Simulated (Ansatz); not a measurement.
What strain does to LiH (rocksalt)

LiH built on the rocksalt prototype, relaxed with r2SCAN in the plane-wave code Ansatz. It is cubic, Fm-3m (No. 225); conventional cell a = 4.006 Å, 8.04 Å³ an atom. Li has 6 H at 2.00 Å; H has 6 Li at 2.00 Å.

The axes x, y and z are those of this cell:
```xyz
2
Lattice="0.0000 2.0030 2.0030 2.0030 0.0000 2.0030 2.0030 2.0030 0.0000" Properties=species:S:1:pos:R:3 pbc="T T T"
Li    0.0000    0.0000    0.0000
H     2.0030    2.0030    2.0030
```

Unstrained: The PBE gap is direct at X: 2.984 eV. r2SCAN gives a direct gap of 3.630 eV at X. HSE06 gives a direct gap of 3.971 eV at X. Meshes: PBE 10×10×10, r2SCAN 10×10×10, HSE06 8×8×8. Strains are changes of length per length, and xy shears are angles. After each strain the atoms were relaxed again with r2SCAN within the symmetry that the strain leaves, so tilts or polar shifts that break it weren't tested; points keep the names that they have in the unstrained zone. No spin polarisation and no zero-point or thermal motion.

Changes of the least gap in eV (an overlap counts as a negative gap):
```csv
strain,volume change (%),space group,PBE,r2SCAN,HSE06,"energy rise, r2SCAN (meV/atom)"
"biaxial +1.79 % in x and y, z held",+3.6,I4/mmm,-0.140,-0.149,-0.158,1.5
uniaxial +4.52 % along [111],+4.5,R-3m,+0.028,+0.022,+0.020,5.3
"xy shear, engineering strain (angle) +2.56 %",0.0,Immm,-0.005,-0.005,-0.005,0.8
```

Biaxial +1.79 % in x and y, z held. HSE06: the gap goes from 3.971 to 3.813 eV (-0.158 eV); it turns from direct (X) to indirect (X → X [(1/2, 0, 1/2)]). Stress change with r2SCAN, compression positive: xx -1.56, yy -1.56, zz -0.44 GPa.

Uniaxial +4.52 % along [111], other directions held. HSE06: the gap goes from 3.971 to 3.991 eV (+0.020 eV). Stress change with r2SCAN, compression positive: xx -1.48, yy -1.48, zz -1.48, xy -1.54, xz -1.54, yz -1.54 GPa.

Xy shear, engineering strain (angle) +2.56 %. HSE06: the gap goes from 3.971 to 3.966 eV (-0.005 eV); the edges move from X to X → X [(-1/2, -1/2, 0)]; least and direct gap lie within 0.04 eV, so its kind isn't settled. Stress change with r2SCAN, compression positive: xx +0.02, yy +0.02, zz -0.03, xy -1.32 GPa.

The meshes of the hybrids are coarse, so their gaps aren't converged to the digits shown.
